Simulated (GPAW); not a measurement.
Runs of GPAW 26.7.0 on Sb. Symmetry: R-3m, No. 166, trigonal system. Conventional cell: a = 4.308 Å, b = 4.308 Å, c = 11.274 Å, α = 90.00°, β = 90.00°, γ = 120.00°. Sb (site symmetry 3m) is surrounded by 3 Sb at 2.91 Å. 

```tsv
task	level	potentials or basis	spin	cell	k mesh	smearing	band path	band points	spin axis theta (degrees)	spin axis phi (degrees)	optimizer	gap on the mesh (eV)	pressure (GPa)	relaxed volume (Å³/atom)	largest force (eV/Å)
band structure	C09-vdW	GPAW PAW data sets (gpaw-data 1.2.1), pw	SOC, no magnetisation	as given	5 × 5 × 5	fermi-dirac 0.05 eV	GLB1,BZGX,QFP1Z,LP	80	90	45	-	0.27	-	-	(a)
band structure	r2SCAN	GPAW PAW data sets (gpaw-data 1.2.1), pw	SOC, no magnetisation	as given	5 × 5 × 5	fermi-dirac 0.05 eV	GLB1,BZGX,QFP1Z,LP	60	90	0	-	(b)	1.4	-	0.14
single point	LDA	the program's PAW data sets (release 1.2.1) made for this functional, pw	off	as given	8 × 8 × 8	gaussian 0.05 eV	-	-	-	-	-	none	-1.5	-	0.02
band structure	M06-L	GPAW PAW data sets (gpaw-data 1.2.1), pw	SOC, no magnetisation	as given	5 × 5 × 5	fermi-dirac 0.05 eV	GLB1,BZGX,QFP1Z,LP	80	0	0	-	0.31	4.2	-	(c)
band structure	mBEEF	GPAW PAW data sets (gpaw-data 1.2.1), pw	SOC, no magnetisation	as given	5 × 5 × 5	fermi-dirac 0.05 eV	GLB1,BZGX,QFP1Z,LP	60	90	45	-	0.27	-0.2	-	0.01
relaxation of cell and atoms	r2SCAN+D4	GPAW PAW data sets (gpaw-data 1.2.1), pw	off	relaxed	5 × 5 × 5	fermi-dirac 0.05 eV	-	-	-	-	LBFGS	0.41	0.0	30.78	-
single point	PBEsol	PAW data sets generated in the run's folder for this functional, pw	off	as given	8 × 8 × 8	gaussian 0.1 eV	-	-	-	-	-	none	-0.3	-	0.08
relaxation of cell and atoms	r2SCAN+D3(BJ)	GPAW PAW data sets (gpaw-data 1.2.1), pw	off	relaxed	5 × 5 × 5	fermi-dirac 0.05 eV	-	-	-	-	LBFGS	0.42	0.0	30.53	-
```

Alike in all rows: cutoff (eV) 600.

**Question.** Fill in the values left out.

**Answer.** (a) 0.07; (b) 0.24; (c) 0.48.

Caveats: the PAW data sets were made with another functional, which shifts forces and pressure a little (some runs); spin-orbit coupling was added after a scalar SCF, so levels and gaps hold it while energy, forces, pressure and moments don't (some runs); this program's spin-orbit splittings come out too wide for heavy elements (some runs); the mesh misses the band edges, which the band path finds closer together (some runs); later steps reuse the first step's grids (some runs); spin-orbit coupling is left out, which moves the levels of the heavy elements (some runs); an odd mesh through Γ misses points on the zone boundary, where band edges often lie (some runs).

A k mesh can miss the band edges, and rows without SOC leave out spin-orbit coupling on Sb.

A gap of «none» marks a metal or a gap under the smearing width.

Runs at the PBE level aren't shown here.
